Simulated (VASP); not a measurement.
VASP inputs for CdTe (strained zincblende)

INCAR

```
IBRION = -1
SIGMA = 0.02
ISMEAR = -1
LCHARG = .FALSE.
LREAL = .FALSE.
LWAVE = .FALSE.
ENCUT = 520
NBANDS = 16
EDIFF = 1E-7
NSW = 0
LASPH = .TRUE.
NELM = 120
GGA = PE
ISIF = 2
PREC = Accurate
```

KPOINTS

```
KPOINTS created by Atomic Simulation Environment
0
Gamma
6 6 6
0 0 0
```

KPOINTS_OPT

```
special points
6
Reciprocal
0.0000000000 0.0000000000 0.0000000000 1
-0.5000000000 -0.5000000000 0.0000000000 1
-0.3750000000 -0.3750000000 0.2500000000 1
-0.3750000000 0.0000000000 0.3750000000 1
0.0000000000 0.0000000000 0.5000000000 1
-0.5000000000 -0.2500000000 0.2500000000 1
```

POSCAR

```
Cd Te
 1.0000000000000000
     0.0000000000000000    3.3455542184999998    3.3455542184999998
     3.3455542184999998    0.0000000000000000    3.3455542184999998
     3.3455542184999998    3.3455542184999998    0.0000000000000000
 Cd  Te
   1   1
Cartesian
  0.0000000000000000  0.0000000000000000  0.0000000000000000
  1.6727771092499999  1.6727771092499999  1.6727771092499999
```

VASP ran with the recommended PBE PAW datasets (18 valence electrons in the cell).

Task: Predict the results.

Result: gap between bands v and c 0.48 eV; least direct gap 0.48 eV; pressure -1.0 GPa.

Band v is the last that the valence electrons fill when counted band by band, and c is the next. Levels in eV from the top of v:

| point | v−1 | v | c | c+1 |
| --- | --- | --- | --- | --- |
| Γ | 0.00 | 0.00 | 0.48 | 4.65 |
| X | -1.56 | -1.56 | 2.66 | 2.80 |
| K | -2.15 | -1.29 | 2.91 | 4.39 |
| L | -0.64 | -0.64 | 1.72 | 5.21 |
| W | -1.97 | -1.82 | 3.91 | 4.70 |
